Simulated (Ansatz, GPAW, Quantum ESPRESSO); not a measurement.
# SiC: valence-band photoemission, part 3 of 8

Aim: the valence spectrum of SiC from He I to hard X-rays, and which orbitals make each feature.

Ansatz 0.2.0, Quantum ESPRESSO 7.5 and GPAW 26.7.0; DFT, PBEsol, plane-wave PAW, default files, scalar-relativistic (the session's first sound run).

So far. Step 3 (With LDA): At this level the gap is 1.32 eV on the path. Step 5 (Quantum ESPRESSO: self-consistent run): At this level the gap is 1.24 eV on the k-mesh of the self-consistent run, which can miss the band edges.

**6. Quantum ESPRESSO: denser mesh**

Level of this step: DFT, PBEsol, plane waves, ultrasoft GBRV pseudopotentials, scalar-relativistic (Quantum ESPRESSO).

The levels for the density of states are solved on the fixed potential, without another SCF cycle.

Input file nscf.in:

```
&control
  calculation = 'nscf'
  prefix = 'pes'
  outdir = './tmp'
  pseudo_dir = './pp'
  verbosity = 'high'
/
&system
  ibrav = 0
  nat = 2
  ntyp = 2
  ecutwfc = 40.0
  ecutrho = 200.0
  occupations = 'smearing'
  nbnd = 12
  smearing = 'fd'
  degauss = 0.00367
/
&electrons
  conv_thr = 2e-09
  mixing_beta = 0.5
  electron_maxstep = 120
  diago_full_acc = .true.
/
ATOMIC_SPECIES
Si 28.0850 si_pbesol_v1.uspp.F.UPF
C 12.0110 c_pbesol_v1.2.uspp.F.UPF
CELL_PARAMETERS angstrom
 0.000000000 2.179000000 2.179000000
 2.179000000 0.000000000 2.179000000
 2.179000000 2.179000000 0.000000000
ATOMIC_POSITIONS crystal
Si 0.000000000 0.000000000 0.000000000
C 0.750000000 0.750000000 0.750000000
K_POINTS automatic
22 22 22 0 0 0
```

Run with:

```console
OMP_NUM_THREADS=1 mpirun -n 2 pw.x -nk 2 -in nscf.in > nscf.out
```

The program printed:

```text
[banner, memory and clock lines left out]
Program PWSCF v.7.5 starts

          URL

     Atomic positions and unit cell read from directory:
     ./tmp/pes.save/

     Message from routine setup:
     using ibrav=0 with symmetry is DISCOURAGED, use correct ibrav instead

     G-vector sticks info

     bravais-lattice index     =            0
     lattice parameter (alat)  =       5.8233  a.u.
     unit-cell volume          =     139.6363 (a.u.)^3
     number of atoms/cell      =            2
     number of atomic types    =            2
     number of electrons       =         8.00
     number of Kohn-Sham states=           12
     kinetic-energy cutoff     =      40.0000  Ry
     charge density cutoff     =     200.0000  Ry
     Exchange-correlation= SLA  PW   PSX  PSC
                           (   1   4  10   8   0   0   0)

     celldm(1)=   5.823326  celldm(2)=   0.000000  celldm(3)=   0.000000
     celldm(4)=   0.000000  celldm(5)=   0.000000  celldm(6)=   0.000000

     crystal axes: (cart. coord. in units of alat)
               a(1) = (   0.000000   0.707107   0.707107 )
               a(2) = (   0.707107   0.000000   0.707107 )
               a(3) = (   0.707107   0.707107   0.000000 )

     reciprocal axes: (cart. coord. in units 2 pi/alat)
               b(1) = ( -0.707107  0.707107  0.707107 )
               b(2) = (  0.707107 -0.707107  0.707107 )
               b(3) = (  0.707107  0.707107 -0.707107 )

     PseudoPot. # 1 for Si read from file:
     ./pp/si_pbesol_v1.uspp.F.UPF
     Pseudo is Ultrasoft + core correction, Zval =  4.0
     Generated by new atomic code, or converted to UPF format
     Using radial grid of  899 points,  6 beta functions with:
                l(1) =   0
                l(2) =   0
                l(3) =   1
                l(4) =   1
                l(5) =   2
                l(6) =   2
     Q(r) pseudized with  8 coefficients,  rinner =    0.900   0.900   0.900
                                                       0.900   0.900

     PseudoPot. # 2 for C  read from file:
     ./pp/c_pbesol_v1.2.uspp.F.UPF
     Pseudo is Ultrasoft + core correction, Zval =  4.0
     Generated by new atomic code, or converted to UPF format
     Using radial grid of  721 points,  4 beta functions with:
                l(1) =   0
                l(2) =   0
                l(3) =   1
                l(4) =   1
     Q(r) pseudized with  8 coefficients,  rinner =    1.100   1.100   1.100

     atomic species   valence    mass     pseudopotential
     Si                4.00    28.08500     Si( 1.00)
     C                 4.00    12.01100     C ( 1.00)

     24 Sym. Ops. (no inversion) found

                                    s                        frac. trans.

      isym =  1     identity

 cryst.   s( 1) = (     1          0          0      )
                  (     0          1          0      )
                  (     0          0          1      )

 cart.    s( 1) = (  1.0000000 -0.0000000  0.0000000 )
                  ( -0.0000000  1.0000000  0.0000000 )
                  ( -0.0000000  0.0000000  1.0000000 )

      isym =  2     180 deg rotation - cart. axis [0,0,1]

 cryst.   s( 2) = (     0          1         -1      )
                  (     1          0         -1      )
                  (     0          0         -1      )

 cart.    s( 2) = ( -1.0000000  0.0000000  0.0000000 )
                  (  0.0000000 -1.0000000  0.0000000 )
                  (  0.0000000 -0.0000000  1.0000000 )

      isym =  3     180 deg rotation - cart. axis [0,1,0]

 cryst.   s( 3) = (     0         -1          1      )
                  (     0         -1          0      )
                  (     1         -1          0      )

 cart.    s( 3) = ( -1.0000000 -0.0000000 -0.0000000 )
                  (  0.0000000  1.0000000 -0.0000000 )
                  (  0.0000000  0.0000000 -1.0000000 )

      isym =  4     180 deg rotation - cart. axis [1,0,0]

 cryst.   s( 4) = (    -1          0          0      )
                  (    -1          0          1      )
                  (    -1          1          0      )

 cart.    s( 4) = (  1.0000000  0.0000000 -0.0000000 )
                  ( -0.0000000 -1.0000000 -0.0000000 )
                  ( -0.0000000 -0.0000000 -1.0000000 )

      isym =  5     120 deg rotation - cart. axis [-1,-1,-1]

 cryst.   s( 5) = (     0          0          1      )
[...]
cart.    s( 5) = (  0.0000000  1.0000000 -0.0000000 )
[...]
isym =  6     120 deg rotation - cart. axis [-1,1,1]

 cryst.   s( 6) = (     1         -1          0      )
[...]
cart.    s( 6) = ( -0.0000000 -1.0000000 -0.0000000 )
[...]
isym =  7     120 deg rotation - cart. axis [1,1,-1]

 cryst.   s( 7) = (    -1          1          0      )
[...]
cart.    s( 7) = ( -0.0000000  1.0000000  0.0000000 )
[...]
isym =  8     120 deg rotation - cart. axis [1,-1,1]

 cryst.   s( 8) = (     0          0         -1      )
[...]
cart.    s( 8) = (  0.0000000 -1.0000000  0.0000000 )
[...]
isym =  9     120 deg rotation - cart. axis [1,1,1]

 cryst.   s( 9) = (     0          1          0      )
[...]
cart.    s( 9) = ( -0.0000000  0.0000000  1.0000000 )
[...]
isym = 10     120 deg rotation - cart. axis [-1,1,-1]

 cryst.   s(10) = (    -1          0          1      )
[...]
cart.    s(10) = (  0.0000000 -0.0000000  1.0000000 )
[...]
isym = 11     120 deg rotation - cart. axis [1,-1,-1]

 cryst.   s(11) = (     1          0         -1      )
[...]
cart.    s(11) = (  0.0000000  0.0000000 -1.0000000 )
[...]
isym = 12     120 deg rotation - cart. axis [-1,-1,1]

 cryst.   s(12) = (     0         -1          0      )
[...]
cart.    s(12) = ( -0.0000000 -0.0000000 -1.0000000 )
[...]
isym = 13     inv. 180 deg rotation - cart. axis [1,1,0]

 cryst.   s(13) = (     1          0         -1      )
[...]
cart.    s(13) = (  0.0000000 -1.0000000  0.0000000 )
[...]
isym = 14     inv. 180 deg rotation - cart. axis [1,-1,0]

 cryst.   s(14) = (     0          1          0      )
[...]
cart.    s(14) = ( -0.0000000  1.0000000  0.0000000 )
[...]
isym = 15     inv.  90 deg rotation - cart. axis [0,0,-1]

 cryst.   s(15) = (     0         -1          0      )
[...]
cart.    s(15) = ( -0.0000000 -1.0000000 -0.0000000 )
[...]
ethr =  2.50E-11,  avg # of iterations = 39.1

     End of band structure calculation

          k = 0.0000 0.0000 0.0000 (   609 PWs)   bands (ev):

    -6.0192   9.4020   9.4020   9.4020  15.5902  16.6388  16.6388  16.6388
    23.8444  23.8444  25.6516  26.5137

     occupation numbers
     1.0000   1.0000   1.0000   1.0000   0.0000   0.0000   0.0000   0.0000
     0.0000   0.0000   0.0000   0.0000

          k = 0.0321 0.0321-0.0321 (   600 PWs)   bands (ev):

    -5.9786   9.1693   9.3725   9.3725  15.6950  16.6624  16.6947  16.6947
    23.5489  23.5489  25.6893  26.5107

     occupation numbers
     1.0000   1.0000   1.0000   1.0000   0.0000   0.0000   0.0000   0.0000
     0.0000   0.0000   0.0000   0.0000

          k = 0.0643 0.0643-0.0643 (   585 PWs)   bands (ev):

    -5.8570   8.5460   9.2891   9.2891  15.8343  16.8455  16.8455  16.8476
    22.9870  22.9870  25.5357  26.8183

     occupation numbers
     1.0000   1.0000   1.0000   1.0000   0.0000   0.0000   0.0000   0.0000
     0.0000   0.0000   0.0000   0.0000

          k = 0.0964 0.0964-0.0964 (   579 PWs)   bands (ev):

    -5.6556   7.6760   9.1655   9.1655  15.7850  17.0409  17.0409  17.3074
    22.4938  22.4938  25.1404  27.5697

     occupation numbers
     1.0000   1.0000   1.0000   1.0000   0.0000   0.0000   0.0000   0.0000
     0.0000   0.0000   0.0000   0.0000

          k = 0.1286 0.1286-0.1286 (   582 PWs)   bands (ev):

    -5.3762   6.6756   9.0189   9.0189  15.6180  17.2036  17.2036  17.8867
    22.2265  22.2265  24.7284  28.5813

     occupation numbers
     1.0000   1.0000   1.0000   1.0000   0.0000   0.0000   0.0000   0.0000
     0.0000   0.0000   0.0000   0.0000

          k = 0.1607 0.1607-0.1607 (   589 PWs)   bands (ev):

    -5.0219   5.6199   8.8657   8.8657  15.4212  17.2589  17.2589  18.4378
    22.2753  22.2753  24.4249  29.7202

     occupation numbers
     1.0000   1.0000   1.0000   1.0000   0.0000   0.0000   0.0000   0.0000
     0.0000   0.0000   0.0000   0.0000

          k = 0.1928 0.1928-0.1928 (   598 PWs)   bands (ev):

    -4.5981   4.5575   8.7196   8.7196  15.2329  17.1856  17.1856  18.8741
    22.6579  22.6579  24.3043  30.8410

     occupation numbers
     1.0000   1.0000   1.0000   1.0000   0.0000   0.0000   0.0000   0.0000
     0.0000   0.0000   0.0000   0.0000

          k = 0.2250 0.2250-0.2250 (   601 PWs)   bands (ev):

    -4.1140   3.5252   8.5903   8.5903  15.0703  17.0264  17.0264  19.1536
    23.3201  23.3201  24.3958  31.7280

     occupation numbers
     1.0000   1.0000   1.0000   1.0000   0.0000   0.0000   0.0000   0.0000
     0.0000   0.0000   0.0000   0.0000

          k = 0.2571 0.2571-0.2571 (   598 PWs)   bands (ev):

[...]
occupation numbers
[...]
k = 0.2893 0.2893-0.2893 (   601 PWs)   bands (ev):

[...]
occupation numbers
[...]
k = 0.3214 0.3214-0.3214 (   595 PWs)   bands (ev):

[...]
occupation numbers
[...]
k =-0.3536-0.3536 0.3536 (   580 PWs)   bands (ev):

[...]
occupation numbers
[...]
k = 0.0643 0.0000-0.0000 (   593 PWs)   bands (ev):

[...]
occupation numbers
[...]
k = 0.0964 0.0321-0.0321 (   586 PWs)   bands (ev):

[...]
occupation numbers
[...]
k = 0.1286 0.0643-0.0643 (   581 PWs)   bands (ev):

[...]
occupation numbers
[...]
k = 0.1607 0.0964-0.0964 (   586 PWs)   bands (ev):

[...]
occupation numbers
[...]
k = 0.1928 0.1286-0.1286 (   584 PWs)   bands (ev):

[...]
k = 0.2250 0.1607-0.1607 (   590 PWs)   bands (ev):

[...]
k =-0.3214-0.3857 0.3857 (   595 PWs)   bands (ev):

[...]
k =-0.2893-0.3536 0.3536 (   595 PWs)   bands (ev):

[...]
k =-0.2571-0.3214 0.3214 (   597 PWs)   bands (ev):

[...]
k =-0.2250-0.2893 0.2893 (   597 PWs)   bands (ev):

[...]
k =-0.1928-0.2571 0.2571 (   603 PWs)   bands (ev):

[...]
k =-0.1607-0.2250 0.2250 (   598 PWs)   bands (ev):

[...]
k =-0.1286-0.1928 0.1928 (   591 PWs)   bands (ev):

[...]
k =-0.0964-0.1607 0.1607 (   586 PWs)   bands (ev):

[...]
k =-0.0643-0.1286 0.1286 (   583 PWs)   bands (ev):

[...]
k =-0.0321-0.0964 0.0964 (   586 PWs)   bands (ev):

[...]
k = 0.0000-0.0643 0.0643 (   591 PWs)   bands (ev):

[...]
k =-0.2893-0.4178 0.4178 (   594 PWs)   bands (ev):

[...]
k =-0.2571-0.3857 0.3857 (   595 PWs)   bands (ev):

[...]
k =-0.2250-0.3536 0.3536 (   594 PWs)   bands (ev):

[...]
k =-0.1928-0.3214 0.3214 (   596 PWs)   bands (ev):

[...]
k =-0.1607-0.2893 0.2893 (   599 PWs)   bands (ev):

[...]
k = 0.0000-0.2571 0.2571 (   596 PWs)   bands (ev):

[...]
k = 0.3214-0.0000 0.0000 (   584 PWs)   bands (ev):

[...]
k = 0.3857 0.0000-0.0000 (   592 PWs)   bands (ev):

[...]
k = 0.4178 0.0321-0.0321 (   593 PWs)   bands (ev):

[...]
k = 0.4500 0.0643-0.0643 (   597 PWs)   bands (ev):

[...]
k = 0.4821 0.0964-0.0964 (   601 PWs)   bands (ev):

[...]
k = 0.5143 0.1286-0.1286 (   602 PWs)   bands (ev):

[...]
k =-0.0643-0.4500 0.4500 (   591 PWs)   bands (ev):

[...]
k =-0.0321-0.4178 0.4178 (   598 PWs)   bands (ev):

[...]
k =-0.0000-0.3857 0.3857 (   602 PWs)   bands (ev):

[...]
k = 0.4500-0.0000 0.0000 (   592 PWs)   bands (ev):

[...]
occupation numbers
[...]
k = 0.4821 0.0321-0.0321 (   595 PWs)   bands (ev):

[...]
occupation numbers
[...]
k = 0.5143 0.0643-0.0643 (   599 PWs)   bands (ev):

[...]
occupation numbers
[...]
k = 0.5464 0.0964-0.0964 (   597 PWs)   bands (ev):

[...]
occupation numbers
[...]
k =-0.1286-0.5785 0.5785 (   597 PWs)   bands (ev):

[...]
23.4777  27.2339  30.7587  31.8052

     occupation numbers
     1.0000   1.0000   1.0000   1.0000   0.0000   0.0000   0.0000   0.0000
     0.0000   0.0000   0.0000   0.0000

          k =-0.0964-0.5464 0.5464 (   605 PWs)   bands (ev):

    -1.3513   2.2101   4.4462   6.7752  12.4049  16.6822  20.9519  21.0466
    23.1373  26.2648  30.8542  32.3332

     occupation numbers
     1.0000   1.0000   1.0000   1.0000   0.0000   0.0000   0.0000   0.0000
     0.0000   0.0000   0.0000   0.0000

          k =-0.0643-0.5143 0.5143 (   602 PWs)   bands (ev):

    -1.1645   2.0729   4.0292   6.9302  12.6699  17.5582  20.6168  21.0201
    22.6201  25.1768  30.9402  32.1190

     occupation numbers
     1.0000   1.0000   1.0000   1.0000   0.0000   0.0000   0.0000   0.0000
     0.0000   0.0000   0.0000   0.0000

          k =-0.0321-0.4821 0.4821 (   602 PWs)   bands (ev):

    -1.2600   2.2094   3.7877   7.1359  13.0019  18.2989  20.2209  20.9356
    22.2409  24.1666  30.9606  31.7981

     occupation numbers
     1.0000   1.0000   1.0000   1.0000   0.0000   0.0000   0.0000   0.0000
     0.0000   0.0000   0.0000   0.0000

          k =-0.0000-0.4500 0.4500 (   598 PWs)   bands (ev):

    -1.5802   2.4494   3.8441   7.3842  13.4044  18.6920  19.7361  20.5384
    22.4973  23.3498  30
```

Wall time 18 s (2 MPI ranks of Arm Neoverse V1, shared host).

Numbers from this step:

```
Fermi energy : 10.08 eV
```

(Part 3 of 8 ends here.)

[Logs are printed without paths, hosts, clocks, repeated set-up lines and the standing remarks that a program may print on its own settings, such as how far it seeks lower states.]

[Hosts, paths, dates, database ids (printed as entryN), source tags and the programs' standing remarks are cut or masked in the printed files.]

[Maps of the electrostatic potential energy from Ansatz leave out the sawtooth potential of an applied field or a dipole correction, so their vacuum need not be flat; work functions include it.]

[Peak lists hold at most the 14 tallest peaks of each spectrum; further lines can be left out.]
